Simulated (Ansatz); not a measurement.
## C: projected DOS by orbital

```xyz
2
Lattice="0.0000 2.1270 3.3480 1.2280 0.0000 3.3480 1.2280 2.1270 0.0000" Properties=species:S:1:pos:R:3 pbc="T T T"
C     1.2280    0.7090    3.3480
C     1.2280    3.5450    3.3480
```

Atom numbers follow the list: C1, C2.

The cell is COD entry 9000046, as deposited and not checked against the literature; nothing was relaxed.

Level of theory: DFT, PBE, all-electron LAPW, scalar-relativistic in Ansatz 0.2.0.

Settings: a Γ-centred 18×18×18 k mesh, Fermi–Dirac smearing of 0.05 eV, basis error target 0.25 meV/atom, no spin polarisation.

States per eV for one atom of each kind, in 0.4 eV bins named by their centres, from the Fermi level, projected on a minimal set of Löwdin-orthogonalised atomic shells; orbitals are real harmonics on the Cartesian axes, equal curves share a column, and empty bins are left out, as is all above 7.7 eV, near the top of the computed bands.

C1 2p:

```
# E all pz px=py
-13.9 0.05 0.00 0.02
-13.5 0.04 0.00 0.02
-13.1 0.08 0.00 0.04
-12.7 0.12 0.00 0.06
-12.3 0.15 0.00 0.08
-11.9 0.12 0.00 0.06
-11.5 0.11 0.00 0.05
-11.1 0.10 0.00 0.05
-10.7 0.10 0.00 0.05
-10.3 0.14 0.00 0.07
-9.9 0.14 0.00 0.07
-9.5 0.15 0.00 0.07
-9.1 0.16 0.00 0.08
-8.7 0.17 0.00 0.08
-8.3 0.21 0.03 0.09
-7.9 0.25 0.05 0.10
-7.5 0.29 0.08 0.10
-7.1 0.34 0.09 0.13
-6.7 0.42 0.10 0.16
-6.3 0.49 0.13 0.18
-5.9 0.36 0.12 0.12
-5.5 0.34 0.14 0.10
-5.1 0.31 0.14 0.09
-4.7 0.32 0.15 0.08
-4.3 0.29 0.15 0.07
-3.9 0.28 0.15 0.07
-3.5 0.28 0.16 0.06
-3.1 0.24 0.18 0.03
-2.7 0.20 0.20 0.00
-2.3 0.23 0.23 0.00
-1.9 0.15 0.15 0.00
-1.5 0.10 0.10 0.00
-1.1 0.07 0.07 0.00
-0.7 0.04 0.04 0.00
-0.3 0.01 0.01 0.00
0.5 0.02 0.02 0.00
0.9 0.06 0.06 0.00
1.3 0.12 0.12 0.00
1.7 0.22 0.22 0.00
2.1 0.20 0.20 0.00
2.5 0.16 0.16 0.00
2.9 0.13 0.13 0.00
3.3 0.12 0.12 0.00
3.7 0.11 0.11 0.00
4.1 0.10 0.10 0.00
4.5 0.10 0.10 0.00
4.9 0.09 0.09 0.00
5.3 0.09 0.08 0.00
5.7 0.08 0.08 0.00
6.1 0.09 0.08 0.00
6.5 0.07 0.07 0.00
6.9 0.06 0.06 0.00
7.3 0.07 0.07 0.00
```

C1 2s:

```
# E all
-13.9 0.06
-13.5 0.04
-13.1 0.04
-12.7 0.05
-12.3 0.08
-11.9 0.06
-11.5 0.05
-11.1 0.05
-10.7 0.04
-10.3 0.04
-9.9 0.04
-9.5 0.03
-9.1 0.03
-8.7 0.03
-8.3 0.03
-7.9 0.03
-7.5 0.03
-7.1 0.02
-6.7 0.02
-6.3 0.02
-5.9 0.01
-5.5 0.01
-5.1 0.01
-4.7 0.01
7.3 0.01
```
